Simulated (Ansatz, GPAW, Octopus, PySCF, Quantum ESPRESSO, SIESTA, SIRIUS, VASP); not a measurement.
## CdS: 8 runs at one level of theory

```xyz
2
Lattice="0.0000 2.9165 2.9165 2.9165 0.0000 2.9165 2.9165 2.9165 0.0000" Properties=species:S:1:pos:R:3 pbc="T T T"
Cd    0.0000    0.0000    0.0000
S     4.3748    4.3748    4.3748
```

Alike in all runs: functional PBEsol; k mesh 8 × 8 × 8; occupations fermi-dirac, width 0.05 eV; no spin polarisation; no spin-orbit coupling. Pressure is positive in compression and, in plane waves, holds the error of the finite cutoff.

```tsv
program and potentials	plane-wave cutoff (eV)	notes	band gap (eV)	pressure (GPa)
VASP, PBE PAW files Cd, S, 520 eV	520	potentials made for PBE; 9 valence electrons an atom on average	?	?
Octopus, pseudodojo_pbesol (PseudoDojo 0.4, PBEsol)	-	13 valence electrons an atom on average	1.00	-
Quantum ESPRESSO, GBRV 1.5 PBEsol	612	9 valence electrons an atom on average	0.97	0.05
Ansatz, all-electron LAPW, scalar-relativistic	-	-	1.00	-0.24
GPAW, PAW data sets generated for this functional	600	9 valence electrons an atom on average	0.98	-0.48
PySCF, DZVP-MOLOPT-SR/GTH-PBE (potentials made for PBE)	-	atomic basis; potentials made for PBE; 9 valence electrons an atom on average	0.95	-
SIESTA, files PseudoDojo sr-pbesol-0.4.1-standard, DZP (energy shift 0.003 Ry; two zetas on semicore shells)	-	atomic basis; 13 valence electrons an atom on average	1.24	0.03
SIRIUS, PseudoDojo 0.4.1 PBEsol standard (scalar relativistic)	1388	13 valence electrons an atom on average	1.00	-0.26
```

Task: Estimate from the other rows what the run with VASP, PBE PAW files Cd, S, 520 eV gave.

Result: Band gap 1.01 eV; pressure 0.12 GPa. The other rows, which needn't bracket it: band gap 0.95 to 1.24; pressure -0.48 to 0.05.
